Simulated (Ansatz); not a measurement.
Crystal: Co.

```xyz
2
Lattice="2.4720 0.0000 0.0000 -1.2360 2.1408 0.0000 0.0000 0.0000 4.0211" Properties=species:S:1:pos:R:3 pbc="T T T"
Co    1.2360    0.7136    3.0159
Co    0.0000    1.4272    1.0053
```

Base run:

| Property | Result |
| --- | --- |
| Program | Ansatz 0.2.0 |
| Functional | PBEsol |
| Potentials or basis | all-electron PAW datasets made for the crystal |
| Cutoff | 320 eV (chosen from the basis error) |
| k mesh | 12 × 12 × 7 |
| Occupations | fermi-dirac, width 0.05 eV |
| Spin | collinear spin, ferromagnetic start |
| Starting moments | [2.0, 2.0] μB |

Its results: pressure -5.8 GPa; net moment 3.20 μB per cell; site moments Co +1.67 μB.

Question: The run is repeated on the same cell with these changes: potentials or basis from all-electron PAW datasets made for the crystal to all-electron LAPW, scalar-relativistic; cutoff from 320 eV (chosen from the basis error) to 315 eV (chosen from the basis error); hubbard terms from none to Co d U = 2 eV. What comes out?

Answer: Pressure -3.8 GPa; net moment 3.42 μB per cell; site moments Co +1.77 μB.

Caveats: the magnetic state may not be the lowest (some runs); U is the effective U less J, on atomic orbitals that reach past the spheres (some runs); the U is typed as a test and isn't derived for this compound (some runs).
